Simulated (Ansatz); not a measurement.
Set up this calculation in Ansatz 0.2.0, as the native input.

```
Task                : relaxation of cell and atoms
Functional          : PBEsol
Potentials or basis : Ansatz PAW
Cutoff              : 420 eV (not typed: the program's choice for these potentials)
k mesh              : 10 × 10 × 10
Occupations         : fermi-dirac, width 0.05 eV
Spin                : no spin polarisation
```

Sb:

```
Sb
1.0
    -1.87134    1.87134    1.87134
     1.87134   -1.87134    1.87134
     1.87134    1.87134   -1.87134
Sb
1
Direct
  0.00000 0.00000 0.00000
```

This isn't the form of Sb at room conditions, which is rhombohedral.

One way to write it, as run:

input.yaml

```yaml
crystal:
  lattice:
    - [-1.8713408863, 1.8713408863, 1.8713408863]
    - [1.8713408863, -1.8713408863, 1.8713408863]
    - [1.8713408863, 1.8713408863, -1.8713408863]
  atoms:
    - { symbol: Sb, position: [0.0, 0.0, 0.0] }
hamiltonian:
  xc: pbesol
  pseudopotentials: { kind: paw }
kpoints:
  mp_grid: { grid: [10, 10, 10] }
scf:
  occupations: { method: fermi_dirac, width: 0.05 }
output:
  forces: true
  stress: true
  eigenvalues: true
  write_density: true
  write_potential: true
  elf: true
  volumetric_format: npy
relax:
  f_tol: 0.01
  max_steps: 40
  cell: { stress_tol: 0.05 }
```

Potentials or basis: Ansatz PAW.

The run is started by

```console
$ ansatz run input.yaml --threads 2 --pin off --max-ram 5632MiB --backend cpu --events-out ev --progress --plain --runs-dir out
```

It gave:

| Property | Result |
| --- | --- |
| Energy gained by relaxing | 0.0 meV/atom |
| Ionic steps | 2 |
| Pressure after relaxing | 0.0 GPa |
| Band gap on the k mesh | none (metal or under the smearing width) |

Caveat: the plane-wave basis is chosen anew once the cell has moved, so the energies of steps on either side of that aren't comparable; the PAW data sets come from PBE, with cores solved anew for the run's functional, which leaves a small shift of forces and pressure.

Wall time 1.3 s on 2 threads of Arm Neoverse V2, on a shared host, peak memory 0.28 GiB.
